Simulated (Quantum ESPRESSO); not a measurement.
# Cr (Im-3m) in Quantum ESPRESSO: a series of runs, part 4 of 4

Quantum ESPRESSO 7.5.

**6. Phonons, PBE, collinear spin, ferromagnetic start**

The input, pw.in:

```
&CONTROL
  calculation = 'scf'
  prefix = 'pwscf'
  outdir = './tmp'
  pseudo_dir = './pseudo'
  tprnfor = .true.
  tstress = .true.
  disk_io = 'low'
/
&SYSTEM
  ibrav = 0
  nat = 1
  ntyp = 1
  ecutwfc = 55
  ecutrho = 440
  nbnd = 16
  occupations = 'smearing'
  smearing = 'mv'
  degauss = 0.01469973
  nspin = 2
  starting_magnetization(1) = 0.2143
/
&ELECTRONS
  conv_thr = 2d-10
  electron_maxstep = 120
  mixing_beta = 0.3
/
ATOMIC_SPECIES
Cr    51.9961 cr_pbe_v1.5.uspp.F.UPF
CELL_PARAMETERS angstrom
  -1.4844496776    1.4844496776    1.4844496776
   1.4844496776   -1.4844496776    1.4844496776
   1.4844496776    1.4844496776   -1.4844496776
ATOMIC_POSITIONS crystal
Cr     0.0000000000    0.0000000000    0.0000000000
K_POINTS automatic
10 10 10 0 0 0
```

The input, scf2.in:

```
&CONTROL
  calculation = 'scf'
  prefix = 'pwscf'
  outdir = './tmp'
  pseudo_dir = './pseudo'
  tprnfor = .true.
  tstress = .true.
  disk_io = 'low'
/
&SYSTEM
  ibrav = 0
  nat = 1
  ntyp = 1
  ecutwfc = 55
  ecutrho = 440
  nbnd = 16
  occupations = 'smearing'
  smearing = 'mv'
  degauss = 0.01469973
  nspin = 2
  starting_magnetization(1) = 0.2143
/
&ELECTRONS
  conv_thr = 1d-13
  electron_maxstep = 120
  mixing_beta = 0.3
  startingpot = 'file'
  startingwfc = 'file'
/
ATOMIC_SPECIES
Cr    51.9961 cr_pbe_v1.5.uspp.F.UPF
CELL_PARAMETERS angstrom
  -1.4844496776    1.4844496776    1.4844496776
   1.4844496776   -1.4844496776    1.4844496776
   1.4844496776    1.4844496776   -1.4844496776
ATOMIC_POSITIONS crystal
Cr     0.0000000000    0.0000000000    0.0000000000
K_POINTS automatic
10 10 10 0 0 0
```

The input, ph.in:

```
phonons of Cr
&INPUTPH
  prefix = 'pwscf'
  outdir = './tmp'
  tr2_ph = 1d-18
  fildyn = 'dyn'
  niter_ph = 90
  alpha_mix(1) = 0.4
/
0.4330127019 0.4330127019 0.4330127019
```

Potentials or basis: SSSP 1.3 efficiency PBE.

On the command line:

```sh
$ OMP_NUM_THREADS=1 mpirun -n 4 pw.x -nk 4 -in pw.in > pw.out
$ OMP_NUM_THREADS=1 mpirun -n 4 pw.x -nk 4 -in scf2.in > scf2.out
$ OMP_NUM_THREADS=1 mpirun -n 4 ph.x -nk 4 -in ph.in > ph.out
```

pw.out:

```text
This program is part of the open-source Quantum ESPRESSO suite
     for quantum simulation of materials; please cite
[... 6 lines left out ...]
     using ibrav=0 with symmetry is DISCOURAGED, use correct ibrav instead

     K-points division:     npool     =       4
     Subspace diagonalization in iterative solution of the eigenvalue problem:
     a serial algorithm will be used

     G-vector sticks info
     --------------------
     sticks:   dense  smooth     PW     G-vecs:    dense   smooth      PW
     Sum         781     391    155                13811     4897    1205

     Using Slab Decomposition

     bravais-lattice index     =            0
     lattice parameter (alat)  =       4.8588  a.u.
     unit-cell volume          =      88.2984 (a.u.)^3
     number of atoms/cell      =            1
     number of atomic types    =            1
     number of electrons       =        14.00
[... 523 lines left out ...]
          k = 0.0000 0.0000 0.0000 (   603 PWs)   bands (ev):

   -55.1146 -26.0559 -26.0559 -26.0559   9.3883  16.0281  16.0281  16.0281
    17.7725  17.7725  38.1244  38.1244  38.1244  44.2093  44.2093  47.2004
[... 228 lines left out ...]
   -54.8994 -26.4872 -26.4872 -26.4872  13.1833  13.1833  18.8526  18.8526
    18.8526  26.3164  26.3164  26.3164  32.4253  32.4253  37.4415  50.3531

     the Fermi energy is    16.8341 ev

!    total energy              =    -175.48357306 Ry
     estimated scf accuracy    <          1.6E-10 Ry
     smearing contrib. (-TS)   =      -0.00034231 Ry
     internal energy E=F+TS    =    -175.48323075 Ry

     The total energy is F=E-TS. E is the sum of the following terms:
     one-electron contribution =     -65.28876558 Ry
     hartree contribution      =      39.26549108 Ry
     xc contribution           =     -22.32304841 Ry
     ewald contribution        =    -127.13690784 Ry

     total magnetization       =     0.00 Bohr mag/cell
     absolute magnetization    =     0.00 Bohr mag/cell

     convergence has been achieved in  14 iterations

     negative rho (up, down):  3.150E-04 3.150E-04

     Forces acting on atoms (cartesian axes, Ry/au):

     atom    1 type  1   force =     0.00000000    0.00000000    0.00000000

     Total force =     0.000000     Total SCF correction =     0.000000

     Computing stress (Cartesian axis) and pressure

     negative rho (up, down):  3.150E-04 3.150E-04
          total   stress  (Ry/bohr**3)                   (kbar)     P=     -244.07
  -0.00165913  -0.00000000  -0.00000000         -244.07       -0.00       -0.00
  -0.00000000  -0.00165913  -0.00000000           -0.00     -244.07       -0.00
  -0.00000000  -0.00000000  -0.00165913           -0.00       -0.00     -244.07

=------------------------------------------------------------------------------=
   JOB DONE.
=------------------------------------------------------------------------------=
```

scf2.out:

```text
This program is part of the open-source Quantum ESPRESSO suite
     for quantum simulation of materials; please cite
[... 6 lines left out ...]
     using ibrav=0 with symmetry is DISCOURAGED, use correct ibrav instead

     K-points division:     npool     =       4
[... 688 lines left out ...]
  -0.00165999  -0.00000000  -0.00000000         -244.19       -0.00       -0.00
  -0.00000000  -0.00165999  -0.00000000           -0.00     -244.19       -0.00
  -0.00000000  -0.00000000  -0.00165999           -0.00       -0.00     -244.19

=------------------------------------------------------------------------------=
   JOB DONE.
=------------------------------------------------------------------------------=
```

Run time: 49 s. Hardware: 4 MPI ranks of Arm Neoverse V2, shared host; peak memory 0.44 GiB.

Results:

* Free energy: -2387.5756 eV
* Pressure after relaxing: -24.4 GPa
* Band gap on the k mesh: none (metal or under the smearing width)
* Net moment: 0.00 μB per cell
* Absolute moment: 0.00 μB per cell
* Valence electrons inside the program's atomic spheres: Cr 12.30
* Highest phonon frequency at the q point run: 438 cm⁻¹

Levels at points of the mesh, in eV from the Fermi level:
Spin up:
```
              k point  band 4  band 5  band 6  band 7  band 8  band 9  band 10  band 11
   (0.00, 0.00, 0.00)  -42.89   -7.45   -0.81   -0.81   -0.81    0.94     0.94    21.29
  (0.00, 0.00, -0.50)  -42.89   -3.90   -2.10    0.80    0.92    1.21     2.34     8.47
(-0.50, -0.50, -0.50)  -43.32   -3.65   -3.65    2.02    2.02    2.02     9.48     9.48
```
Spin down:
```csv
k point,band 4,band 5,band 6,band 7,band 8,band 9,band 10,band 11
"(0.00, 0.00, 0.00)",-42.89,-7.45,-0.81,-0.81,-0.81,0.94,0.94,21.29
"(0.00, 0.00, -0.50)",-42.89,-3.90,-2.10,0.80,0.92,1.21,2.34,8.47
"(-0.50, -0.50, -0.50)",-43.32,-3.65,-3.65,2.02,2.02,2.02,9.48,9.48
```

Phonon frequencies in cm⁻¹ (negative: imaginary):
```tsv
q point	frequencies
(0.250, 0.250, 0.250)	438 438 438
```

Phonon modes at q = (0.250, 0.250, 0.250) in reciprocal lattice units:
```tsv
mode	symmetry	cm⁻¹
1	T_2	438
2	T_2	438
3	T_2	438
```

Caveat: the mesh is thin for the phonons of a metal; the cell is more than 3 GPa from zero pressure, which shifts response properties; the starting moments collapsed, and a magnetic state may lie lower; the q point doesn't lie on the k mesh, which can shift a metal's frequencies strongly unless the mesh is converged.
